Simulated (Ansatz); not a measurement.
I need a relaxation of cell and ions of TiSe2, space group P-3m1. Use the Python package of Ansatz (0.2.0). Level of theory: r2SCAN, PAW, cutoff 639 eV, 3×3×2 k-points, fixed occupations, D3BJATM dispersion.

```xyz
3
Lattice="3.5360 0.0000 0.0000 -1.7680 3.0623 0.0000 0.0000 0.0000 6.0040" Properties=species:S:1:pos:R:3 pbc="T T T"
Ti    0.0000    0.0000    0.0000
Se    0.0000    2.0415    1.5322
Se    1.7680    1.0208    4.4718
```

Script `vcrelax_tise2.py`:
```python
# -*- coding: utf-8 -*-
import json

import ansatz as az
from ase import Atoms
from ase.neighborlist import neighbor_list
import numpy as np

VDW = "d3bjatm"
MESH = (3, 3, 2)
FILLING = "fixed"
SCF_TOL = 1e-05
FMAX = 0.01

def edges_and_angles(cell):
    cell = np.asarray(cell)
    a, b, c = np.linalg.norm(cell, axis=1)
    cosines = cell[1] @ cell[2] / (b * c), cell[0] @ cell[2] / (a * c), cell[0] @ cell[1] / (a * b)
    return (a, b, c, *np.degrees(np.arccos(cosines)))


def main():
    lattice = az.Lattice.of(
        (3.536, 0.0, 0.0),
        (-1.768, 3.062266, 0.0),
        (0.0, 0.0, 6.004),
    )
    sites = [
        ("Ti", (0.0, 0.0, 0.0)),
        ("Se", (1 / 3, 2 / 3, 0.2552)),
        ("Se", (2 / 3, 1 / 3, 0.7448)),
    ]
    structure = az.Crystal(lattice=lattice)
    for symbol, position in sites:
        structure = structure.atom(symbol, position)

    job = (
        structure.calculation()
        .functional(az.Functional.R2SCAN, dispersion=VDW)
        .basis(47 * az.Ry)
        .kpoints(*MESH, center="monkhorst-pack")
        .hubbard("Ti", "d", u_eff=3.5)
        .occupations(FILLING)
        .scf(tolerance=SCF_TOL)
        .pseudopotentials("paw")
        .relax(force_tolerance=FMAX, fix_cell=["angles"])
    )
    done = job.run(threads=1, pin="off", events_out="events.ndjson")
    with open("events.ndjson") as stream:
        events = [json.loads(line) for line in stream]
    steps = [e["data"] for e in events if e["event"] == "relax_step"]
    r = done.report
    print("step   energy (eV)     max comp. (eV/A)   P (GPa)  SCF")
    for s in steps:
        print(f"{s['step']:4d} {s['lagrangian_ev']:15.5f} {s['allowed_force_max_ev_ang']:12.4f} {s['pressure_gpa']:10.3f} {s['n_scf']:5d}")

    first, last = steps[0], steps[-1]
    symbols = [site.symbol for site in done.lattice.sites]
    print(f"energy gained {first['lagrangian_ev'] - last['lagrangian_ev']:.4f} eV in {len(steps) - 1} steps")
    for label, vectors in (("before", first["cell_ang"]), ("after", done.lattice.cell_ang)):
        print(label, "a b c (A) {:.4f} {:.4f} {:.4f}  angles {:.2f} {:.2f} {:.2f}".format(*edges_and_angles(vectors)), f" V = {abs(np.linalg.det(vectors)):.3f} A^3")
    print("final stress xx yy zz (GPa, compression positive):", np.round(np.diag(r["stress_gpa"]), 3) + 0.0)

    print("atom   start x y z (A)              end x y z (A)")
    for symbol, a, b in zip(symbols, first["positions_ang"], last["positions_ang"]):
        print(f"{symbol:3s}", " ".join(f"{v:8.4f}" for v in a), "  ", " ".join(f"{v:8.4f}" for v in b))

    final = Atoms(symbols, positions=last["positions_ang"], cell=done.lattice.cell_ang, pbc=True)
    i, j, d = neighbor_list("ijd", final, 4.5)
    print("neighbours within 1.1 times the shortest distance of each atom (A)")
    for atom in range(len(final)):
        near = [m for m in np.argsort(d) if i[m] == atom]
        shell = [m for m in near if d[m] < 1.1 * d[near[0]]]
        print(f"{symbols[atom]}{atom} ({len(shell)}):", ", ".join(f"{symbols[j[m]]} {d[m]:.3f}" for m in shell))

    energy = r["free_energy_ev"]
    print("TiSe2: {:.6f} eV = {:.6f} Ry = {:.6f} Ha".format(energy, energy / 13.605693, energy / 27.211386))
    print("Fermi level {:.4f} eV, {} k-points, {} symmetry operations".format(r["fermi_energy_ev"], r["n_kpoints"], r["n_symmetry_ops"]))


if __name__ == "__main__":
    main()
```

```console
$ python vcrelax_tise2.py
DeckWarning: crystal.symmetry: narrowed to the stabiliser of the fixed cell quantities (relax.cell.fix) — unitary ops 12 → 4. The narrowing is safe, since a smaller group never makes results wrong: [...]
DeckWarning: scf.convergence.dr2_threshold = 1e-5 eV is looser than this run's default, which is 1e-7 eV or tighter. The error in the forces grows as the threshold's square root, so leave the key out unless less accurate forces are enough
DeckWarning: relax.cell: scf.convergence.dr2_threshold = 1e-5 eV is looser than the 3e-10 eV advised for a relaxation that steers and ends on the stress (1e-10 eV for each atom of the cell: 3). What [...]
RunWarning: iter 1: σ=0 fill of 22 bands saw a band overlap (occupied 9.0479 eV > unoccupied 8.9652 eV) — on an unconverged iterate often a transient of an unconverged empty band; one that stands at [...]
step   energy (eV)     max comp. (eV/A)   P (GPa)  SCF
   1    -13461.68344       0.1140      5.532     9
   2    -13461.81164       0.2625      0.547     6
   3    -13461.82131       0.0304      0.092     5
   4    -13461.82194       0.0022      0.054     3
   5    -13461.82197       0.0010      0.013     3
   6    -13461.82241       0.0004      0.013     4
energy gained 0.1390 eV in 5 steps
before a b c (A) 3.5360 3.5360 6.0040  angles 90.00 90.00 120.00  V = 65.012 A^3
after a b c (A) 3.6865 3.6865 6.1443  angles 90.00 90.00 120.00  V = 72.315 A^3
final stress xx yy zz (GPa, compression positive): [0.011 0.011 0.018]
atom   start x y z (A)              end x y z (A)
Ti    0.0000   0.0000   0.0000     -0.0000  -0.0000  -0.0000
Se    0.0000   2.0415   1.5322     -0.0000   2.1284   1.4774
Se    1.7680   1.0208   4.4718      1.8432   1.0642   4.6670
neighbours within 1.1 times the shortest distance of each atom (A)
Ti0 (6): Se 2.591, Se 2.591, Se 2.591, Se 2.591, Se 2.591, Se 2.591
Se1 (3): Ti 2.591, Ti 2.591, Ti 2.591
Se2 (3): Ti 2.591, Ti 2.591, Ti 2.591
TiSe2: -13461.822414 eV = -989.425707 Ry = -494.712853 Ha
Fermi level 8.0816 eV, 6 k-points, 4 symmetry operations
```
(Warnings from the package without file and line, shortened.)

What to keep in mind:
- These settings explore the input space; cutoff and mesh may be short of convergence.
- U, its shell and the double counting are chosen to explore, and aren't derived for this compound.
- With fixed filling the reported Fermi level is the top filled level among the k-points of the SCF.
- Energy and stress may still move on a finer k-point mesh.
- An absolute Fermi energy rests on an arbitrary zero of the periodic potential and has no direct meaning.
- Energies along a relaxation are free energies. Rows at an unchanged volume are solved on a plane-wave basis chosen afresh for that cell, so the energy jumps there and such rows are no steps of the walk.
- A Hubbard U without spin forces both spins into the same orbitals, which can open a gap or pick a state that a spin-polarised run wouldn't.
- The structure is a deposited one; some such entries were measured under pressure or heat, so a shift against it needn't be the functional's error alone.
- Hardware and time: 26 s on 1 thread of Arm Neoverse V1 (shared host), peak memory 0.69 GiB.
